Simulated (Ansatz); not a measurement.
Nudged elastic band run: Si

Input file:

```yaml
crystal:
  lattice:
    - [0.0, 5.43, 5.43]
    - [5.43, 0.0, 5.43]
    - [5.43, 5.43, 0.0]
  atoms:
    - { symbol: Si, position: [0.00366716, -0.00296551, -0.00271299] }
    - { symbol: Si, position: [0.13217901, 0.12273636, 0.12324091] }
    - { symbol: Si, position: [0.00367729, -0.00345909, 0.50362674] }
    - { symbol: Si, position: [0.12506362, 0.12603804, 0.62502799] }
    - { symbol: Si, position: [0.00348897, 0.5030435, -0.0029379] }
    - { symbol: Si, position: [0.12501154, 0.62475567, 0.12617968] }
    - { symbol: Si, position: [0.00010096, 0.49993465, 0.50007891] }
    - { symbol: Si, position: [0.12485823, 0.62432433, 0.62479816] }
    - { symbol: Si, position: [0.50076506, 0.00036562, 0.00072676] }
    - { symbol: Si, position: [0.62358014, 0.12340815, 0.12355404] }
    - { symbol: Si, position: [0.49731297, -0.0029755, 0.50363259] }
    - { symbol: Si, position: [0.62328052, 0.12271761, 0.63213796] }
    - { symbol: Si, position: [0.49719036, 0.50342563, -0.00284527] }
    - { symbol: Si, position: [0.62310549, 0.63176029, 0.12304713] }
    - { symbol: Si, position: [0.49712546, 0.50302515, 0.50341966] }
    - { symbol: Si, position: [0.62620111, 0.62475329, 0.62497365] }
    - { symbol: Si, position: [0.75088131, 0.25034072, 0.25082248] }
basis:
  ecutwfc: 420.0
kpoints:
  mp_grid: { grid: [2, 2, 2] }
hamiltonian:
  xc: pbe
  dispersion: d3bj
  pseudopotentials: { kind: paw, azcp: { folder: soft_1 } }
scf:
  occupations: { method: gaussian, width: 0.05 }
  lower_state_search: "off"
neb:
  images: 3
  f_tol: 0.03
  initial_path: idpp
  max_iterations: 80
  spring: 2.0
  final_atoms:
    - { symbol: Si, position: [0.0004041, -0.00036531, 0.00108391] }
    - { symbol: Si, position: [0.12496848, 0.12457751, 0.12518638] }
    - { symbol: Si, position: [0.00028453, -0.00034966, 0.49882856] }
    - { symbol: Si, position: [0.1215031, 0.12122007, 0.62859133] }
    - { symbol: Si, position: [0.00037898, 0.49835652, 0.00056264] }
    - { symbol: Si, position: [0.12215162, 0.6273632, 0.1223761] }
    - { symbol: Si, position: [-0.00652069, 0.5013326, 0.50255536] }
    - { symbol: Si, position: [0.12210965, 0.62738247, 0.62803193] }
    - { symbol: Si, position: [0.49866655, -0.00019044, 0.00062565] }
    - { symbol: Si, position: [0.62798918, 0.12158711, 0.12210665] }
    - { symbol: Si, position: [0.50165399, -0.00655468, 0.50231873] }
    - { symbol: Si, position: [0.62786097, 0.12168614, 0.62809426] }
    - { symbol: Si, position: [0.50229153, 0.50171742, -0.00637041] }
    - { symbol: Si, position: [0.62797169, 0.62755756, 0.12216596] }
    - { symbol: Si, position: [0.50219414, 0.50179039, 0.50219097] }
    - { symbol: Si, position: [0.62487737, 0.62486651, 0.62502877] }
    - { symbol: Si, position: [0.37489458, 0.37460214, 0.37513379] }
  order_check: true
```

Launched with:

```bash
$ ansatz run input.yaml --threads 1 --pin off --max-ram 3072MiB --backend cpu --events-out ev --progress --plain --runs-dir out
```

Output, in part (warnings, iteration lines):

```
NEB end point (image 0): max|allowed force component| = 2.732e-2 eV/Å (the criterion of neb.relax_end_points is 1.000e-2)
NEB end point (image 4): max|allowed force component| = 1.488e-2 eV/Å (the criterion of neb.relax_end_points is 1.000e-2)
NEB iter   1: max|band force component| = 2.476e0 eV/Å  barrier→ = 0.9606 eV  barrier← = 0.9607 eV  Δτ_max = 0.1296 Å  (40 SCF iters)
NEB iter   2: max|band force component| = 1.020e0 eV/Å  barrier→ = 0.4716 eV  barrier← = 0.4718 eV  Δτ_max = 0.1760 Å  (21 SCF iters)
NEB iter   3: max|band force component| = 2.503e-1 eV/Å  barrier→ = 0.3363 eV  barrier← = 0.3364 eV  CI = image 2  Δτ_max = 0.0668 Å  (21 SCF iters)
NEB iter   4: max|band force component| = 1.330e-1 eV/Å  barrier→ = 0.3106 eV  barrier← = 0.3108 eV  CI = image 2  Δτ_max = 0.1958 Å  (18 SCF iters)
NEB iter   5: max|band force component| = 1.298e-1 eV/Å  barrier→ = 0.3209 eV  barrier← = 0.3210 eV  CI = image 2  Δτ_max = 0.1976 Å  (19 SCF iters)
NEB iter   6: max|band force component| = 6.723e-2 eV/Å  barrier→ = 0.3062 eV  barrier← = 0.3064 eV  CI = image 2  Δτ_max = 0.1956 Å  (19 SCF iters)
NEB iter   7: max|band force component| = 1.225e-1 eV/Å  barrier→ = 0.3079 eV  barrier← = 0.3081 eV  CI = image 2  Δτ_max = 0.0344 Å  (19 SCF iters)
NEB iter   8: max|band force component| = 6.285e-2 eV/Å  barrier→ = 0.3020 eV  barrier← = 0.3022 eV  CI = image 2  Δτ_max = 0.0999 Å  (16 SCF iters)
[... lines left out ...]
```

The forces met the threshold. The band force fell under the threshold earlier too, but the program's further tests of the path sent the band on. By the program's own check the climbing image is of a kind that is not told: the force calls were inconclusive, a negative curvature could not be distinguished from the path's own, the only one lies far off the path, or fixed occupations may fill a level only in part (lowest curvatures found: -0.24 and 0.51 eV/Å²). Limits of this set-up: coarse k mesh.

Final band (atoms are numbered from 1 in the order of the input):

```json
{"image": "0", "path coordinate (Å)": "0.00", "energy (eV)": "0.00", "Si2–Si17 (Å)": "2.39", "Si7–Si17 (Å)": "4.69"}
{"image": "1", "path coordinate (Å)": "0.74", "energy (eV)": "0.19", "Si2–Si17 (Å)": "2.53", "Si7–Si17 (Å)": "4.04"}
{"image": "2", "path coordinate (Å)": "1.49", "energy (eV)": "0.30", "Si2–Si17 (Å)": "3.16", "Si7–Si17 (Å)": "3.16"}
{"image": "3", "path coordinate (Å)": "2.24", "energy (eV)": "0.20", "Si2–Si17 (Å)": "4.03", "Si7–Si17 (Å)": "2.53"}
{"image": "4", "path coordinate (Å)": "2.99", "energy (eV)": "0.00", "Si2–Si17 (Å)": "4.70", "Si7–Si17 (Å)": "2.39"}
```

The run took 36 min on 1 thread of Arm Neoverse V1, on a shared host, peak memory 0.77 GiB.
